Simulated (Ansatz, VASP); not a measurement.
**Two plane-wave programs on Sb**

Contents of INCAR:

```
PREC = Accurate
ENCUT = 520
EDIFF = 1E-6
ISMEAR = -1
SIGMA = 0.05
LREAL = F
LASPH = T
NELM = 100
ALGO = Normal
ISIF = 2
LWAVE = F
LCHARG = F
GGA = PS
NBANDS = 8
```

File KPOINTS:

```
regular mesh
0
Gamma
  16 16 16
```

Contents of POSCAR:

```
Sb
1.0
   -1.4290198677      1.4290198677      1.4290198677
    1.4290198677     -1.4290198677      1.4290198677
    1.4290198677      1.4290198677     -1.4290198677
Sb
1
Direct
    0.0000000000      0.0000000000      0.0000000000
```

Input for Ansatz:

```yaml
crystal:
  lattice:
    - [-1.4290198677, 1.4290198677, 1.4290198677]
    - [1.4290198677, -1.4290198677, 1.4290198677]
    - [1.4290198677, 1.4290198677, -1.4290198677]
  atoms:
    - { symbol: Sb, position: [0.0, 0.0, 0.0] }
kpoints:
  mp_grid: { grid: [16, 16, 16] }
  band_path:
    path:
      - [0.0, 0.0, 0.0]
      - [0.5, -0.5, 0.5]
      - [0.0, 0.0, 0.5]
      - [0.0, 0.0, 0.0]
      - [0.25, 0.25, 0.25]
      - [0.5, -0.5, 0.5]
      - [0.25, 0.25, 0.25]
      - [0.0, 0.0, 0.5]
    npoints: 8
scf:
  occupations: { method: fermi_dirac, width: 0.05 }
hamiltonian:
  xc: pbesol
  pseudopotentials: { kind: paw }
output:
  forces: true
  stress: true
  eigenvalues: true
  populations: true
  dos: { projected: true, de: 0.2, e_range: [-14, 8] }
```

Change from the starting cell: volume scaled by 0.45, PAW files.

Alike in both runs: task single point; functional PBEsol; k mesh 16 × 16 × 16; occupations fermi-dirac, width 0.05 eV; no spin polarisation.

|  | VASP | Ansatz |
| --- | --- | --- |
| version | VASP 6.6.1 | Ansatz 0.2.0 |
| potentials or method | VASP PAW PBE potentials, release 64 (Sb) | PAW with Ansatz's default frozen-core files, scalar-relativistic |
| plane-wave cutoff (eV) | 520 | 420 |
| valence electrons in the cell | 5 | 15 |

VASP gave:

| Quantity | Value |
| --- | --- |
| pressure (GPa) | 361.4 |

Q: What did Ansatz give for the same quantities?

A: Pressure (GPa): 346.9.

The functional is the same, so the differences come from potentials, cutoffs and numerics. The two sets of potentials don't hold the same shells in valence.

Caveats: the cell as given lies far from equilibrium; so large a pressure means that the cell lies far from this level's equilibrium, or that cutoff or potentials fall short (VASP); the potentials were made for another functional, which shifts forces and pressure (VASP). The runs have no spin-orbit coupling, so splittings on Sb are missing.
